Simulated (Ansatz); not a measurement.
The system is HfO2.

```xyz
12
Lattice="5.5564 0.0000 0.0000 0.0000 3.3336 0.0000 0.0000 0.0000 6.5050" Properties=species:S:1:pos:R:3 pbc="T T T"
Hf    4.1600    2.5002    3.9542
Hf    1.3964    0.8334    2.5508
Hf    1.3818    2.5002    5.8033
Hf    4.1746    0.8334    0.7017
O     3.5533    0.8334    2.7542
O     2.0031    2.5002    3.7508
O     0.7751    0.8334    0.4983
O     4.7813    2.5002    6.0067
O     2.8937    0.8334    5.4736
O     2.6627    2.5002    1.0313
O     0.1155    0.8334    4.2838
O     5.4409    2.5002    2.2212
```

Measurements of this composition are mostly on another form, of space group No. 14.

Base run:

```yaml
Program: Ansatz 0.2.0
Functional: PBE
Potentials_or_basis: Ansatz PAW
Cutoff: 250 eV
Density_cutoff: 1000 eV
k_mesh: 5 × 8 × 4
Occupations: fermi-dirac, width 0.05 eV
Spin: no spin polarisation
```

Its results: band gap on the k mesh 3.38 eV, direct; pressure 3.2 GPa; largest force 0.096 eV/Å.

Question: The run is repeated on the same cell with these changes: functional from PBE to PBEsol; cutoff from 250 eV to 420 eV (not typed: the program's choice for these potentials); hubbard terms from none to Hf d U = 3.5 eV; hubbard projectors from none to ortho-atomic (the default). What comes out?

Answer: Band gap on the k mesh 3.81 eV, direct; pressure -0.2 GPa; largest force 0.066 eV/Å.

Several settings changed at once, so the effect can't be laid on one alone.

Caveats: spin-orbit coupling is left out, which moves the levels of the heavy elements; odd divisions of the mesh miss points on the zone boundary, where band edges often lie, so the gap on the mesh can be too wide (some runs); the pressure holds a Pulay correction of +119.2 GPa for the finite cutoff (some runs); the cutoff lies under the one recommended for these potentials (some runs); the PAW data sets come from PBE, with cores solved anew for the run's functional, which leaves a small shift of forces and pressure (some runs).
